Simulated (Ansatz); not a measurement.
# From barrier to diffusion: H in C

All numbers below come from Ansatz, DFT PBE, scalar-relativistic, plane waves, PAW. Run with 420 eV cutoff, 4×4×3 k-mesh, Gaussian smearing of 0.10 eV, no spin polarisation.

Host crystal, relaxed:

```cif
data_structure
_symmetry_space_group_name_H-M 'P 1'
_symmetry_Int_Tables_number 1
_cell_length_a 2.4665
_cell_length_b 2.4665
_cell_length_c 8.4654
_cell_angle_alpha 90.000
_cell_angle_beta 90.000
_cell_angle_gamma 120.000
_cell_volume 44.60
loop_
_atom_site_label
_atom_site_type_symbol
_atom_site_fract_x
_atom_site_fract_y
_atom_site_fract_z
_atom_site_occupancy
C1 C 0.00000 0.00000 0.25000 1
C2 C 0.00000 0.00000 0.75000 1
C3 C 0.33333 0.66667 0.25000 1
C4 C 0.66667 0.33333 0.75000 1
```

In a supercell of 28 host sites, interstitial H hops to an equivalent place, moving 1.81 Å. Climbing-image nudged elastic band at fixed cell; the order of the saddle wasn't checked, and the small cell leaves errors of about a tenth of an eV. Zero-point motion and tunnelling, which matter for H, are left out.

```tsv
image	path (Å)	E − E(0) (eV)
0	0.00	0.000
1	2.18	0.006
2	4.36	0.775
3	6.54	0.006
4	8.72	0.000
```

Task: What are the barriers forward and back, and what attempt frequency does the shape suggest?

Result: Forward 0.78 eV, back 0.78 eV, the ends being level. For a sinusoidal profile E_b sin²(πx/l), with the H atom alone moving, ν = (1/l)√(E_b/2m) = 3.4×10¹³ s⁻¹, within an order of magnitude of the customary 10¹³ s⁻¹; a true prefactor needs the vibrations at the minimum and at the saddle.

Task: With ν = 10¹³ s⁻¹, give the forward jump rate along this one path, the wait 1/k for that jump, the diffusivity D ≈ l²k and the distance √(Dt) covered in an hour at 300, 600 and 1000 K, taking the host as solid throughout.

Result: k = ν exp(−E_b/k_BT):
| T (K) | k (1/s) | wait (s) | D (cm²/s) | √(Dt) in 1 h (nm) |
| --- | --- | --- | --- | --- |
| 300 | 0.94 | 1.1 | 3.1×10⁻¹⁶ | 11 |
| 600 | 3.1×10⁶ | 3.3×10⁻⁷ | 1.0×10⁻⁹ | 1.9×10⁴ |
| 1000 | 1.2×10⁹ | 8.1×10⁻¹⁰ | 4.1×10⁻⁷ | 3.8×10⁵ |

D = l²k holds for six equivalent jumps in three dimensions (z l²k/6) and is a scale otherwise. Long-range transport needs a connected net of such jumps, and traps slow it. D is that of an interstitial already there. An error of 0.1 eV in the barrier changes k by a factor of 48 at 300 K and 3.2 at 1000 K.

Cost: 1 run of about 94 core-minutes, on AMD EPYC (Zen 3) (shared hosts).